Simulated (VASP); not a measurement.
A run of VASP 6.6.1 is set up as follows.

INCAR

```
  ALGO = Fast
  EDIFF = 1E-6
  ENCUT = 520
  GGA = PE
  ISIF = 2
  ISMEAR = -1
  LASPH = True
  LCHARG = False
  LREAL = False
  LWAVE = False
  NBANDS = 52
  NELM = 100
  PREC = Accurate
  SIGMA = 0.1
```

KPOINTS

```
k-points
0
Gamma
  6 6 6
```

Contents of POSCAR:

```
As2Pt
1.0
    5.9188600000      0.0000000000      0.0000000000
    0.0000000000      5.9188600000      0.0000000000
    0.0000000000      0.0000000000      5.9188600000
Pt As
4 8
Direct
    0.0000000000      0.0000000000      0.0000000000
    0.5000000000      0.0000000000      0.5000000000
    0.5000000000      0.5000000000      0.0000000000
    0.0000000000      0.5000000000      0.5000000000
    0.3830000000      0.3830000000      0.3830000000
    0.1170000000      0.6170000000      0.8830000000
    0.8830000000      0.1170000000      0.6170000000
    0.6170000000      0.8830000000      0.1170000000
    0.6170000000      0.6170000000      0.6170000000
    0.8830000000      0.3830000000      0.1170000000
    0.1170000000      0.8830000000      0.3830000000
    0.3830000000      0.1170000000      0.8830000000
```

Potentials or basis: VASP PAW PBE potentials, release 64 (Pt, As).

Launch:

```console
$ cat potpaw_PBE.64/Pt/POTCAR potpaw_PBE.64/As/POTCAR > POTCAR
$ mpirun -np 1 vasp_std > vasp.out
```

Predict the largest force.

0.037 eV/Å.

What does it give for the pressure?

11.5 GPa.

Estimate the band gap on the k mesh.

0.42 eV, indirect (least direct gap 1.19 eV).

Forces in eV/Å, atoms in the order of the input:
```
Pt   0.000  0.000  0.000
Pt   0.000  0.000  0.000
Pt   0.000  0.000  0.000
Pt   0.000  0.000  0.000
As  -0.021 -0.021 -0.021
As   0.021  0.021 -0.021
As  -0.021  0.021  0.021
As   0.021 -0.021  0.021
As   0.021  0.021  0.021
As  -0.021 -0.021  0.021
As   0.021 -0.021 -0.021
As  -0.021  0.021 -0.021
```

Caveat: spin-orbit coupling is left out, which moves the levels of the heavy elements. A k mesh can miss the band edges.
